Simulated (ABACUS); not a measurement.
# AlN (F-43m) in ABACUS: notebook

The runs below take AlN through single point, with BLYP, BLYP+D2, BLYP+D3, BLYP+D3(BJ), BLYP+D3(BJ)+ABC.

Everything below comes from runs of ABACUS 3.10.1. Logs are shortened: lines on timing, memory, paths and dates and some standing lists are left out, and cuts for length are marked.

## (1) The structure

It takes space group F-43m (No. 216, cubic). The conventional cell has a = 4.368 Å, b = 4.368 Å, c = 4.368 Å, α = 90.00°, β = 90.00°, γ = 90.00°. Al (site symmetry -43m) is surrounded by 4 N at 1.89 Å. Around N (site symmetry -43m) lie 4 Al at 1.89 Å.

Measurements of this composition are mostly on another form, of space group No. 186.

## (2) Single point, BLYP

File INPUT:

```
INPUT_PARAMETERS
suffix              AlN
calculation         scf
basis_type          pw
pseudo_dir          ./
symmetry            1
dft_functional      GGA_X_B88+GGA_C_LYP
ecutwfc             84
pseudo_rcut         7
nspin               1
nbands              8
ks_solver           dav
smearing_method     fd
smearing_sigma      0.00367493
scf_thr             1e-08
scf_nmax            100
mixing_type         broyden
mixing_beta         0.7
cal_force           1
cal_stress          1
out_chg             1
out_pot             2
out_elf             1
```

File STRU:

```
ATOMIC_SPECIES
Al 26.9815 Al.upf
N 14.0070 N.upf

LATTICE_CONSTANT
1.8897261246

LATTICE_VECTORS
0.0000000000 2.1839935596 2.1839935596
2.1839935596 0.0000000000 2.1839935596
2.1839935596 2.1839935596 0.0000000000

ATOMIC_POSITIONS
Direct

Al
0.0
1
0.0000000000 0.0000000000 0.0000000000 1 1 1

N
0.0
1
0.2500000000 0.2500000000 0.2500000000 1 1 1
```

File KPT:

```
K_POINTS
0
Gamma
10 10 10 0 0 0
```

Potentials or basis: PseudoDojo NC SR 0.4.1 PBE standard, plane waves.

Launch:

```sh
OMP_NUM_THREADS=1 mpirun -np 4 abacus > log
```

running log:

```text
ABACUS v3.10.1

               Atomic-orbital Based Ab-initio Computation at UStc

 ------------------------------------------------------------------------------------

 READING GENERAL INFORMATION
                           global_out_dir = OUT.AlN/
                           global_in_card = INPUT
                               pseudo_dir = ./
                              orbital_dir =
                                    DSIZE = 4
                                    GSIZE = 1

 READING UNITCELL INFORMATION
                                    ntype = 2
                  lattice constant (Bohr) = 1.88973
              lattice constant (Angstrom) = 1

 READING ATOM TYPE 1
                               atom label = Al
                      L=0, number of zeta = 1
                      L=1, number of zeta = 1
                      L=2, number of zeta = 1
             number of atom for this type = 1

 READING ATOM TYPE 2
                               atom label = N
                      L=0, number of zeta = 1
                      L=1, number of zeta = 1
                      L=2, number of zeta = 1
             number of atom for this type = 1

                        TOTAL ATOM NUMBER = 2
DIRECT COORDINATES
    atom                   x                   y                   z     mag                  vx                  vy                  vz
taud_Al1            0.0000000000        0.0000000000        0.0000000000  0.0000        0.0000000000        0.0000000000        0.0000000000
taud_N1            0.2500000000        0.2500000000        0.2500000000  0.0000        0.0000000000        0.0000000000        0.0000000000

                          Volume (Bohr^3) = 140.598
                             Volume (A^3) = 20.8345

 Lattice vectors: (Cartesian coordinate: in unit of a_0)
                   +0            +2.18399            +2.18399
             +2.18399                  +0            +2.18399
             +2.18399            +2.18399                  +0
 Reciprocal vectors: (Cartesian coordinate: in unit of 2 pi/a_0)
            -0.228938           +0.228938           +0.228938
            +0.228938           -0.228938           +0.228938
            +0.228938           +0.228938           -0.228938
 The esolver type has been set to : ksdft_pw

                PAO radial cut off (Bohr) = 7

 Read in pseudopotential file is Al.upf
                     pseudopotential type = NC
          exchange-correlation functional = PBE
                 nonlocal core correction = 1
                        valence electrons = 3
                                     lmax = 2
                           number of zeta = 2
                     number of projectors = 6
                           L of projector = 0
[... 197 lines left out ...]
 projector 1 L=0
 projector 2 L=0
 projector 3 L=1
 projector 4 L=1
      TOTAL NUMBER OF NONLOCAL PROJECTORS = 26

 Init Non-Local PseudoPotential table :
 Init Non-Local-Pseudopotential done.

                                     npwx = 470

 Make real space PAO into reciprocal space.
       max mesh points in Pseudopotential = 701
     dq(describe PAO in reciprocal space) = 0.01
                                    max q = 1104

 number of pseudo atomic orbitals for Al is 2
WARNING: norm of atomic wavefunction # 1 of atomic type Al is 0.999207, renormalized
WARNING: norm of atomic wavefunction # 2 of atomic type Al is 0.984433, renormalized

 number of pseudo atomic orbitals for N is 2
WARNING: norm of atomic wavefunction # 2 of atomic type N is 0.9999, renormalized

 -------------------------------------------
 SELF-CONSISTENT
 -------------------------------------------
                                 init_chg = atomic

 PW ALGORITHM --------------- ION=   1  ELEC=   1--------------------------------

 Density error is 0.691512077223
                          Error Threshold = 0.01
----------------------------------------------------------
     Energy           Rydberg                 eV
----------------------------------------------------------
 E_KohnSham     -25.2282636038       -343.2481356575
 E_Harris       -22.7418511514       -309.4187587265
 E_Fermi        0.4458772376         6.0664710400
----------------------------------------------------------
[... 87 lines left out ...]
 Density error is 1.80007881921e-09
                          Error Threshold = 3.76588503068e-10
----------------------------------------------------------
     Energy           Rydberg                 eV
----------------------------------------------------------
 E_KohnSham     -25.4853755116       -346.7463226270
 E_KS(sigma->0) -25.4853755116       -346.7463226270
 E_Harris       -25.4852445275       -346.7445404971
 E_band         1.4284246116         19.4347138813
 E_one_elec     -1.0172698627        -13.8406665367
 E_Hartree      5.7647477255         78.4334165999
 E_xc           -8.4328941614        -114.7354112265
 E_Ewald        -21.7999592129       -296.6036614636
 E_entropy(-TS) -0.0000000000        -0.0000000000
 E_descf        0.0000000000         0.0000000000
 E_exx          0.0000000000         0.0000000000
 E_Fermi        0.7258057749         9.8750941794
----------------------------------------------------------

 charge density convergence is achieved
 final etot is -346.74632263 eV
 EFERMI = 9.8750941794 eV
The vacuum level is 4.9983362171 eV

 STATE ENERGY(eV) AND OCCUPATIONS    NSPIN == 1
 1/47 kpoint (Cartesian) = 0.0000 0.0000 0.0000 (458 pws)
       1       -7.46850     0.00200000
       2        7.42679     0.00200000
       3        7.42679     0.00200000
       4        7.42679     0.00200000
       5        11.9371    2.46011e-21
       6        20.1886        0.00000
       7        20.1886        0.00000
       8        20.1886        0.00000
[... 41 lines left out ...]
 6/47 kpoint (Cartesian) = 0.11447 0.11447 0.11447 (470 pws)
       1       -5.46239     0.00800000
       2        1.71334     0.00800000
       3        6.95256     0.00800000
       4        6.95256     0.00800000
       5        15.0674    6.35557e-48
       6        17.5942    7.16955e-70
       7        18.8104    1.95936e-80
       8        18.8104    1.95936e-80

[... levels at 41 further k points ...]

------------------------------------------------------------------------------------------
 TOTAL-FORCE (eV/Angstrom)
------------------------------------------------------------------------------------------
                       Al1         0.0000000000         0.0000000000         0.0000000000
                        N1         0.0000000000         0.0000000000         0.0000000000
------------------------------------------------------------------------------------------

----------------------------------------------------------------
 TOTAL-STRESS (KBAR)
----------------------------------------------------------------
        94.6626385855        -0.0000000000        -0.0000000000
        -0.0000000000        94.6626385855         0.0000000000
        -0.0000000000         0.0000000000        94.6626385855
----------------------------------------------------------------
 TOTAL-PRESSURE: 94.662639 KBAR

 --------------------------------------------
 !FINAL_ETOT_IS -346.7463226269614438 eV
 --------------------------------------------
```

Run time: 8.3 s. Hardware: 4 MPI ranks of AMD EPYC 7R43 (Zen 3), shared host; peak memory 0.24 GiB.

What came out:

| Item | Value |
| --- | --- |
| Free energy | -346.7463 eV |
| Pressure | 9.5 GPa |
| Band gap on the k mesh | 3.70 eV, indirect (least direct gap 4.51 eV) |

Caveat: the potentials were made for another functional, which shifts forces and pressure. Expect the measured gap to be larger: semilocal functionals such as BLYP lack the derivative discontinuity.

## (3) Single point, BLYP+D2

INPUT: that of step 2 with these lines changed.

```diff
@@ -20,2 +20,4 @@
 cal_stress          1
+vdw_method          d2
+vdw_s6              1.2
 out_chg             1
```

STRU is that of step 2.

KPT is that of step 2.

Potentials or basis: PseudoDojo NC SR 0.4.1 PBE standard, plane waves.

Launch:

```sh
OMP_NUM_THREADS=1 mpirun -np 4 abacus > log
```

running log:

```text
ABACUS v3.10.1

               Atomic-orbital Based Ab-initio Computation at UStc

 ------------------------------------------------------------------------------------

 READING GENERAL INFORMATION
                           global_out_dir = OUT.AlN/
                           global_in_card = INPUT
                               pseudo_dir = ./
                              orbital_dir =
                                    DSIZE = 4
                                    GSIZE = 1

 READING UNITCELL INFORMATION
                                    ntype = 2
                  lattice constant (Bohr) = 1.88973
              lattice constant (Angstrom) = 1

 READING ATOM TYPE 1
                               atom label = Al
                      L=0, number of zeta = 1
                      L=1, number of zeta = 1
                      L=2, number of zeta = 1
             number of atom for this type = 1

 READING ATOM TYPE 2
                               atom label = N
                      L=0, number of zeta = 1
                      L=1, number of zeta = 1
                      L=2, number of zeta = 1
             number of atom for this type = 1

                        TOTAL ATOM NUMBER = 2
DIRECT COORDINATES
    atom                   x                   y                   z     mag                  vx                  vy                  vz
taud_Al1            0.0000000000        0.0000000000        0.0000000000  0.0000        0.0000000000        0.0000000000        0.0000000000
taud_N1            0.2500000000        0.2500000000        0.2500000000  0.0000        0.0000000000        0.0000000000        0.0000000000

                          Volume (Bohr^3) = 140.598
                             Volume (A^3) = 20.8345

 Lattice vectors: (Cartesian coordinate: in unit of a_0)
                   +0            +2.18399            +2.18399
             +2.18399                  +0            +2.18399
             +2.18399            +2.18399                  +0
[... 238 lines left out ...]
 SELF-CONSISTENT
 -------------------------------------------
                                 init_chg = atomic

 PW ALGORITHM --------------- ION=   1  ELEC=   1--------------------------------

 Density error is 0.691512077223
                          Error Threshold = 0.01
----------------------------------------------------------
     Energy           Rydberg                 eV
----------------------------------------------------------
 E_KohnSham     -25.2925672262       -344.1230313238
 E_Harris       -22.8061547737       -310.2936543927
 E_Fermi        0.4458772376         6.0664710400
----------------------------------------------------------
[... 87 lines left out ...]
 Density error is 1.80007881921e-09
                          Error Threshold = 3.76588503068e-10
----------------------------------------------------------
     Energy           Rydberg                 eV
----------------------------------------------------------
 E_KohnSham     -25.5496791339       -347.6212182932
 E_KS(sigma->0) -25.5496791339       -347.6212182932
 E_Harris       -25.5495481498       -347.6194361633
 E_band         1.4284246116         19.4347138813
 E_one_elec     -1.0172698627        -13.8406665367
 E_Hartree      5.7647477255         78.4334165999
 E_xc           -8.4328941614        -114.7354112265
 E_Ewald        -21.7999592129       -296.6036614636
 E_entropy(-TS) -0.0000000000        -0.0000000000
 E_descf        0.0000000000         0.0000000000
 E_vdwD2        -0.0643036224        -0.8748956662
 E_exx          0.0000000000         0.0000000000
 E_Fermi        0.7258057749         9.8750941794
----------------------------------------------------------

 charge density convergence is achieved
 final etot is -347.62121829 eV
 EFERMI = 9.8750941794 eV
The vacuum level is 4.9983362171 eV

 STATE ENERGY(eV) AND OCCUPATIONS    NSPIN == 1
 1/47 kpoint (Cartesian) = 0.0000 0.0000 0.0000 (458 pws)
       1       -7.46850     0.00200000
       2        7.42679     0.00200000
       3        7.42679     0.00200000
       4        7.42679     0.00200000
       5        11.9371    2.46011e-21
       6        20.1886        0.00000
       7        20.1886        0.00000
       8        20.1886        0.00000
[... 41 lines left out ...]
 6/47 kpoint (Cartesian) = 0.11447 0.11447 0.11447 (470 pws)
       1       -5.46239     0.00800000
       2        1.71334     0.00800000
       3        6.95256     0.00800000
       4        6.95256     0.00800000
       5        15.0674    6.35557e-48
       6        17.5942    7.16955e-70
       7        18.8104    1.95936e-80
       8        18.8104    1.95936e-80

[... levels at 41 further k points ...]

------------------------------------------------------------------------------------------
 TOTAL-FORCE (eV/Angstrom)
------------------------------------------------------------------------------------------
                       Al1         0.0000000000         0.0000000000         0.0000000000
                        N1         0.0000000000         0.0000000000         0.0000000000
------------------------------------------------------------------------------------------

----------------------------------------------------------------
 TOTAL-STRESS (KBAR)
----------------------------------------------------------------
        51.1915304745         0.0000000000        -0.0000000000
         0.0000000000        51.1915304745        -0.0000000000
         0.0000000000        -0.0000000000        51.1915304745
----------------------------------------------------------------
 TOTAL-PRESSURE: 51.191530 KBAR

 --------------------------------------------
 !FINAL_ETOT_IS -347.6212182931780035 eV
 --------------------------------------------
```

stdout:

```text
ABACUS v3.10.1

               Atomic-orbital Based Ab-initio Computation at UStc

 dft_functional readin is: GGA_X_B88+GGA_C_LYP
 dft_functional in pseudopot file is: PBE
 Please make sure this is what you need
 dft_functional readin is: GGA_X_B88+GGA_C_LYP
[... 33 lines left out ...]
 DA9     -3.47621218e+02  -9.21618809e-08   1.8001e-09   0.61
----------------------------------------------------------------
 TOTAL-STRESS (KBAR)
----------------------------------------------------------------
        51.1915304745         0.0000000000        -0.0000000000
         0.0000000000        51.1915304745        -0.0000000000
         0.0000000000        -0.0000000000        51.1915304745
----------------------------------------------------------------
 TOTAL-PRESSURE: 51.191530 KBAR
```

It took 9.1 s on 4 MPI ranks of AMD EPYC 7R43 (Zen 3), shared host; peak memory 0.24 GiB.

Results:

* Free energy: -347.6212 eV
* Pressure: 5.1 GPa
* Band gap on the k mesh: 3.70 eV, indirect (least direct gap 4.51 eV)
* Dispersion energy per atom: -0.437 eV

Levels at points of the mesh, in eV from the valence-band top:
```csv
k point,band 1,band 2,band 3,band 4
"(0.00, 0.00, 0.00)",-14.90,0.00,0.00,0.00
"(0.50, 0.50, 0.50)",-12.89,-5.71,-0.47,-0.47
"(0.50, 0.50, 0.00)",-12.26,-4.80,-1.74,-1.74
```

Caveat: the potentials were made for another functional, which shifts forces and pressure.

## (4) Single point, BLYP+D3

INPUT: that of step 3 with these lines changed.

```diff
@@ -20,4 +20,3 @@
 cal_stress          1
-vdw_method          d2
-vdw_s6              1.2
+vdw_method          d3_0
 out_chg             1
```

STRU is that of step 3.

KPT is that of step 3.

Potentials or basis: PseudoDojo NC SR 0.4.1 PBE standard, plane waves.

Launch:

```sh
OMP_NUM_THREADS=1 mpirun -np 4 abacus > log
```

running log:

```text
ABACUS v3.10.1

               Atomic-orbital Based Ab-initio Computation at UStc

 ------------------------------------------------------------------------------------

 READING GENERAL INFORMATION
                           global_out_dir = OUT.AlN/
                           global_in_card = INPUT
                               pseudo_dir = ./
                              orbital_dir =
                                    DSIZE = 4
                                    GSIZE = 1

 READING UNITCELL INFORMATION
                                    ntype = 2
                  lattice constant (Bohr) = 1.88973
              lattice constant (Angstrom) = 1

[... 410 lines left out ...]
       6        20.1886        0.00000
       7        20.1886        0.00000
       8        20.1886        0.00000
[... 41 lines left out ...]
 6/47 kpoint (Cartesian) = 0.11447 0.11447 0.11447 (470 pws)
       1       -5.46239     0.00800000
       2        1.71334     0.00800000
       3        6.95256     0.00800000
       4        6.95256     0.00800000
       5        15.0674    6.35557e-48
       6        17.5942    7.16955e-70
       7        18.8104    1.95936e-80
       8        18.8104    1.95936e-80

[... levels at 41 further k points ...]

------------------------------------------------------------------------------------------
 TOTAL-FORCE (eV/Angstrom)
------------------------------------------------------------------------------------------
                       Al1         0.0000000000         0.0000000000         0.0000000000
                        N1         0.0000000000         0.0000000000         0.0000000000
------------------------------------------------------------------------------------------

----------------------------------------------------------------
 TOTAL-STRESS (KBAR)
----------------------------------------------------------------
        40.1395553086        -0.0000000000         0.0000000000
        -0.0000000000        40.1395553086         0.0000000000
        -0.0000000000         0.0000000000        40.1395553086
----------------------------------------------------------------
 TOTAL-PRESSURE: 40.139555 KBAR

 --------------------------------------------
 !FINAL_ETOT_IS -347.3818389921165135 eV
 --------------------------------------------
```

stdout:

```text
ABACUS v3.10.1

               Atomic-orbital Based Ab-initio Computation at UStc

 dft_functional readin is: GGA_X_B88+GGA_C_LYP
 dft_functional in pseudopot file is: PBE
 Please make sure this is what you need
 dft_functional readin is: GGA_X_B88+GGA_C_LYP
[... 33 lines left out ...]
 DA9     -3.47381839e+02  -9.21618809e-08   1.8001e-09   0.46
----------------------------------------------------------------
 TOTAL-STRESS (KBAR)
----------------------------------------------------------------
        40.1395553086        -0.0000000000         0.0000000000
        -0.0000000000        40.1395553086         0.0000000000
        -0.0000000000         0.0000000000        40.1395553086
----------------------------------------------------------------
 TOTAL-PRESSURE: 40.139555 KBAR
```

It took 8.2 s on 4 MPI ranks of AMD EPYC 7R43 (Zen 3), shared host; peak memory 0.24 GiB.

Results:

* Free energy: -347.3818 eV
* Pressure: 4.0 GPa
* Band gap on the k mesh: 3.70 eV, indirect (least direct gap 4.51 eV)
* Dispersion energy per atom: -0.318 eV

Caveat: the potentials were made for another functional, which shifts forces and pressure.

(Continued in part 2 of 2.)
